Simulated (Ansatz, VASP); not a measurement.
Be: VASP beside Ansatz

Contents of INCAR:

```
  ALGO = Normal
  EDIFF = 1E-7
  ENCUT = 520
  GGA = PE
  ISIF = 2
  ISMEAR = -1
  LASPH = T
  LCHARG = F
  LREAL = F
  LWAVE = F
  NBANDS = 7
  NELM = 80
  PREC = Accurate
  SIGMA = 0.08
```

Contents of KPOINTS:

```
k-points
0
Gamma
  21 21 21
```

Contents of POSCAR:

```
Be
1.0
   -1.0993346718      1.0993346718      1.0993346718
    1.0993346718     -1.0993346718      1.0993346718
    1.0993346718      1.0993346718     -1.0993346718
Be
1
Direct
    0.0000000000      0.0000000000      0.0000000000
```

Input for Ansatz:

```yaml
crystal:
  lattice:
    - [-1.0993346718, 1.0993346718, 1.0993346718]
    - [1.0993346718, -1.0993346718, 1.0993346718]
    - [1.0993346718, 1.0993346718, -1.0993346718]
  atoms:
    - { symbol: Be, position: [0.0, 0.0, 0.0] }
kpoints:
  mp_grid: { grid: [21, 21, 21] }
scf:
  occupations: { method: fermi_dirac, width: 0.08 }
hamiltonian:
  xc: pbe
  pseudopotentials: { kind: all_electron, lapw: { basis_error: 0.001 } }
output:
  forces: true
  stress: true
  eigenvalues: true
  populations: true
```

Change from the starting cell: volume scaled by 0.68, LAPW.

Alike in both runs: task single point; functional PBE; k mesh 21 × 21 × 21; occupations fermi-dirac, width 0.08 eV; no spin polarisation.

```csv
,VASP,Ansatz
version,VASP 6.6.1,Ansatz 0.2.0
potentials or method,"VASP PAW PBE potentials, release 64 (Be)","all-electron LAPW, scalar-relativistic"
plane-wave cutoff (eV),520,see its input
```

VASP gave:

| Quantity | Value |
| --- | --- |
| pressure (GPa) | 91.1 |

**Question.** What did Ansatz give for the same quantities?

**Answer.** Pressure (GPa): 90.4.

Ansatz ran all-electron here, so the differences hold the error of VASP's frozen core and of both bases.

Caveats: the cell as given lies far from equilibrium; so large a pressure means that the cell lies far from this level's equilibrium, or that cutoff or potentials fall short (VASP).
